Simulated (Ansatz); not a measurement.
NiO:

```
CELL_PARAMETERS angstrom
0.00000 2.08590 2.08590
2.08590 0.00000 2.08590
2.08590 2.08590 0.00000
ATOMIC_POSITIONS crystal
Ni 0.00000 0.00000 0.00000
O 0.50000 0.50000 0.50000
```

| Item | Value |
| --- | --- |
| Program | Ansatz 0.2.0 |
| Task | single point |
| Functional | PBEsol |
| Potentials or basis | all-electron LAPW, scalar-relativistic |
| Cutoff | 378 eV (chosen from the basis error) |
| Basis error allowed | 0.001 eV/atom |
| k mesh | 11 × 11 × 11 |
| Occupations | fermi-dirac, width 0.05 eV |
| Spin | collinear spin, ferromagnetic start |
| Starting moments | [1.0, 0.0] μB |

On this cell: pressure -6.8 GPa; largest force zero by symmetry; net moment 1.48 μB per cell; site moments Ni +1.24; O +0.23 μB; band gap on the k mesh none (metal or under the smearing width).

The same run follows on a disturbed copy (atoms moved at random, drawn with an rms of 0.05 Å):

```xyz
2
Lattice="0.0000 2.0859 2.0859 2.0859 0.0000 2.0859 2.0859 2.0859 0.0000" Properties=species:S:1:pos:R:3 pbc="T T T"
Ni    0.0058    0.0399   -0.0357
O     2.0634    2.0840    2.0780
```

Q: What does the disturbed cell give?

A: The energy (extrapolated to zero smearing) moves by +2.4 meV/atom; pressure -6.2 GPa; largest force 0.162 eV/Å; net moment 1.51 μB per cell; site moments Ni +1.26; O +0.23 μB; band gap on the k mesh none (metal or under the smearing width).

Forces in eV/Å, atoms in the order of the input:
```
Ni  -0.079 -0.119  0.077
O    0.079  0.119 -0.077
```

Stress tensor (GPa, compression positive):
```
-6.34  0.00  0.00
 0.00 -6.01  0.00
 0.00  0.00 -6.35
```

Caveats: a cell with one magnetic atom can't hold antiferromagnetic order, which such compounds often take; semilocal functionals often make such compounds metallic where correlation or magnetic order opens a gap, which also shifts bond lengths.
